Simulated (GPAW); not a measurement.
Crystal: Ge.

```
CELL_PARAMETERS angstrom
-2.57449 2.57449 1.39741
2.57449 -2.57449 1.39741
2.57449 2.57449 -1.39741
ATOMIC_POSITIONS crystal
Ge 0.50000 0.50000 0.00000
Ge 0.25000 0.75000 0.50000
```

This isn't the form of Ge at room conditions, which is diamond.

```yaml
Program: GPAW 26.7.0
Task: single point
Functional: PBE
Potentials_or_basis: GPAW PAW data sets (gpaw-data 1.2.1)
Cutoff: 600 eV
Basis: pw
k_mesh: 11 × 11 × 11
Occupations: fermi-dirac, width 0.05 eV
Spin: no spin polarisation
```

On this cell: pressure 3.1 GPa; largest force under 0.003 eV/Å; band gap on the k mesh none (metal or under the smearing width).

The same run follows on a disturbed copy (atoms moved at random, drawn with an rms of 0.05 Å):

```xyz
2
Lattice="-2.5745 2.5745 1.3974 2.5745 -2.5745 1.3974 2.5745 2.5745 -1.3974" Properties=species:S:1:pos:R:3 pbc="T T T"
Ge   -0.0291   -0.0055    1.3415
Ge    2.5858    0.0243    0.6717
```

What changes?

The energy (extrapolated to zero smearing) moves by +2.6 meV/atom; pressure 3.1 GPa; largest force 0.200 eV/Å; band gap on the k mesh none (metal or under the smearing width).

Forces on the atoms (eV/Å):
```
Ge   0.168  0.107  0.021
Ge  -0.168 -0.107 -0.021
```

Stress tensor (GPa, compression positive):
```
 3.70 -0.03  0.35
-0.03  2.85 -0.22
 0.35 -0.22  2.81
```
